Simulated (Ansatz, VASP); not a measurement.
## Two plane-wave programs on TiC

```
Ti C
1.0
     0.00000    2.16652    2.16652
     2.16652    0.00000    2.16652
     2.16652    2.16652    0.00000
Ti C
1 1
Direct
  0.00000 0.00000 0.00000
  0.50000 0.50000 0.50000
```

Alike in both runs: functional PBE; k mesh 16 × 16 × 16; occupations gaussian, width 0.1 eV; no spin polarisation.

Ansatz relaxed the structure, and its values are those at the end. VASP's run is a single point on that final structure, the one shown.

```csv
,VASP,Ansatz
version,VASP 6.6.1,Ansatz 0.2.0
potentials or method,"VASP PAW PBE potentials, release 64 (Ti_sv, C)","scalar-relativistic, plane waves, PAW"
plane-wave cutoff (eV),520,420
valence electrons in the cell,16,16
```

|  | VASP | Ansatz | Ansatz less VASP |
| --- | --- | --- | --- |
| gap on the k mesh at the Fermi level (eV) | none | none | - |
| pressure (GPa) | 0.2 | 0.0 | -0.17 |

A gap of «none» marks a metal or a gap that the smearing closes.
